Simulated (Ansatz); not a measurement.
Set up this calculation in Ansatz 0.2.0, as the native input.

```
Task                : single point
Functional          : PBEsol
Potentials or basis : Ansatz PAW
Cutoff              : 420 eV (not typed: the program's choice for these potentials)
k mesh              : 8 × 8 × 8
Occupations         : fermi-dirac, width 0.05 eV
Spin                : no spin polarisation
```

PbS:

```
Pb S
1.0
     2.11266    1.21975    3.45192
    -2.11266    1.21975    3.45192
     0.00000   -2.43949    3.45192
Pb S
1 1
Direct
  0.98057 0.98057 0.98057
  0.47504 0.47504 0.47504
```

The cell is a database's computed one.

One way to write it, as run:

input.yaml

```yaml
crystal:
  lattice:
    - [2.1126617058, 1.2197458045, 3.4519162518]
    - [-2.1126617058, 1.2197458045, 3.4519162518]
    - [0.0, -2.4394916091, 3.4519162518]
  atoms:
    - { symbol: Pb, position: [0.98056578, 0.98056578, 0.98056578] }
    - { symbol: S, position: [0.47503555, 0.47503555, 0.47503555] }
hamiltonian:
  xc: pbesol
  pseudopotentials: { kind: paw }
kpoints:
  mp_grid: { grid: [8, 8, 8] }
scf:
  occupations: { method: fermi_dirac, width: 0.05 }
output:
  forces: true
  stress: true
  eigenvalues: true
```

Potentials or basis: Ansatz PAW.

Launch:

```console
$ ansatz run input.yaml --threads 2 --pin off --max-ram 5632MiB --backend cpu --events-out ev --progress --plain --runs-dir out
```

Results of the run:

- Pressure: -2.0 GPa
- Largest force: 0.007 eV/Å
- Band gap on the k mesh: 0.35 eV, direct

Caveat: spin-orbit coupling is left out, which as a rule narrows the gap of such compounds by several tenths of an eV; the PAW data sets come from PBE, with cores solved anew for the run's functional, which leaves a small shift of forces and pressure.

Run time: 3.6 s on 2 threads of Arm Neoverse V1 (shared host), peak memory 0.36 GiB.
